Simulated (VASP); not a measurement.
A run of VASP 6.6.1:

Contents of POSCAR:

```
SnO
1.0
    2.5000000000     -2.8600000000      0.0000000000
    2.5000000000      2.8600000000      0.0000000000
    0.0000000000      0.0000000000     11.1200000000
Sn O
4 4
Direct
    0.0000000000      0.0000000000      0.0000000000
    0.0000000000      0.0000000000      0.5000000000
    0.5590000000      0.4410000000      0.2540000000
    0.4410000000      0.5590000000      0.7540000000
    0.9300000000      0.4300000000      0.3800000000
    0.0700000000      0.5700000000      0.8800000000
    0.5700000000      0.0700000000      0.3800000000
    0.4300000000      0.9300000000      0.8800000000
```

The input INCAR.step1:

```
SYSTEM = SnO
  ALGO = Normal
  EDIFF = 1E-4
  ENCUT = 520
  GGA = PE
  ISMEAR = -1
  LASPH = .TRUE.
  LCHARG = .FALSE.
  LREAL = .FALSE.
  LWAVE = .TRUE.
  NBANDS = 50
  NELM = 100
  PREC = Accurate
  SIGMA = 0.1
```

File INCAR.step2:

```
SYSTEM = SnO
  ALGO = Normal
  EDIFF = 1E-6
  ENCUT = 520
  ISIF = 2
  ISMEAR = -1
  ISTART = 1
  LASPH = .TRUE.
  LCHARG = .FALSE.
  LMIXTAU = .TRUE.
  LREAL = .FALSE.
  LWAVE = .FALSE.
  METAGGA = R2SCAN
  NBANDS = 50
  NELM = 100
  PREC = Accurate
  SIGMA = 0.1
```

Contents of KPOINTS:

```
k-points
0
G
  4 4 2
  0 0 0
```

Potentials or basis: VASP PAW PBE potentials, release 64 (Sn_d, O).

Launch:

```bash
$ cat potpaw_PBE.64/Sn_d/POTCAR potpaw_PBE.64/O/POTCAR > POTCAR
$ cp INCAR.step1 INCAR
$ mpirun -np 1 vasp_std > vasp.out
$ cp INCAR.step2 INCAR
$ mpirun -np 1 vasp_std > vasp.out
```

Hardware: 1 thread of Intel(R) Xeon(R) Platinum 8375C CPU @ 2.90GHz (Ice Lake), on a shared host.

Q: How long does it take, and how much memory?

A: Wall time 4.6 min on 1 thread of Intel(R) Xeon(R) Platinum 8375C CPU @ 2.90GHz (Ice Lake) (shared host), peak memory 0.3 GiB. Counts: scf iterations 11, k points 14.
